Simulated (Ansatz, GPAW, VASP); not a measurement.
**Re: 3 runs at one level of theory**

```xyz
1
Lattice="0.0000 1.9750 1.9750 1.9750 0.0000 1.9750 1.9750 1.9750 0.0000" Properties=species:S:1:pos:R:3 pbc="T T T"
Re    0.0000    0.0000    0.0000
```

This isn't the form of Re at room conditions, which is hcp.

Alike in all runs: task single point; functional LDA; k mesh 12 × 12 × 12; occupations gaussian, width 0.05 eV; no spin polarisation; no spin-orbit coupling. LDA stands for any of its common fits. Pressure is positive in compression and, in plane waves, holds the error of the finite cutoff.

```csv
program and potentials,plane-wave cutoff (eV),notes,band gap (eV),pressure (GPa)
"GPAW, the program's PAW data sets (release 1.2.1) made for this functional",600,13 valence electrons an atom on average,no gap,-25.36
"VASP, LDA PAW files Re, 520 eV",520,7 valence electrons an atom on average,no gap,-23.10
"Ansatz, all-electron LAPW, scalar-relativistic",-,-,no gap,-23.65
```

None finds a gap. The pressure spans -25.36 (GPAW, the program's PAW data sets (release 1.2.1) made for this functional) to -23.10 GPa (VASP, LDA PAW files Re, 520 eV), with all-electron results at -23.65. The cell lies far from this level's equilibrium.

The functional is the same throughout but for its coding, so the spread measures potentials, basis and numerics; runs on potential files found faulty are left out.
